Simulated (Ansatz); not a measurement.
The reference is InN in the zinc blende structure (space group F-43m, No. 216).

```
CELL_PARAMETERS angstrom
      0.00000     2.49995     2.49995
      2.49995     0.00000     2.49995
      2.49995     2.49995     0.00000
ATOMIC_POSITIONS crystal
  N  0.75000 0.75000 0.75000
  In 0.00000 0.00000 0.00000
```

Cartesian axes are those of the cell as printed.

Level of theory: r2SCAN (Ansatz, a first-principles code), no SOC, earlier PAW set.

Base values:

| Quantity | Value |
|---|---|
| Volume per atom | 15.62 Å³ |

It is then changed as follows: uniaxial stress, 2 GPa compression along z, with the cell and atoms free to relax against it.

Problem. What does the calculation give for the energy relative to the base after the change?

Solution. The energy grows by 2.8 meV/atom.

Problem. How does this affect the volume per atom?

Solution. The volume per atom falls by 0.08 Å³ to 15.54 Å³.

Load acts through the strain it causes; cell and atoms are relaxed under it. Stability under load was not tested beyond the relaxation. The final runs are not spin-polarised. This is not the structure that InN has at room temperature and ambient pressure.
